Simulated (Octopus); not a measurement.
# PbF2 (Fluorocronite) under changes of volume

One of the cells (17.354 Å³/atom); the others are scaled copies at fixed shape and fractional positions:

```xyz
3
Lattice="0.0000 2.9637 2.9637 2.9637 0.0000 2.9637 2.9637 2.9637 0.0000" Properties=species:S:1:pos:R:3 pbc="T T T"
Pb    0.0000    0.0000    0.0000
F     4.4455    4.4455    4.4455
F     1.4818    1.4818    1.4818
```

* Program: Octopus 16.4
* Functional: PBEsol
* Potentials or basis: pseudodojo_pbesol (PseudoDojo 0.4, PBEsol)
* Grid spacing: 0.131 Å
* k mesh: 8 × 8 × 8
* Occupations: fermi-dirac, width 0.05 eV
* Spin: no spin polarisation

```csv
volume (Å³/atom),energy over the lowest point (meV/atom),gap on the mesh (eV)
16.313,?,?
16.660,5.64,4.30
17.007,0.90,4.31
17.354,0.00,4.32
17.701,1.92,4.32
18.048,9.82,4.32
18.395,16.04,4.31
```

Question: What does the run at 16.313 Å³/atom give?

Answer: Energy over the lowest point 12.75 meV/atom; gap on the mesh 4.29 eV.

The energies don't lie on one smooth curve, so no fit is given. The run at 18.048 Å³/atom lies farthest off, from a change of basis, grid or state.

Energies are extrapolated to zero smearing.

Caveats: spin-orbit coupling is left out, which as a rule narrows the gap of such compounds by several tenths of an eV.

A mesh can miss the band edges.
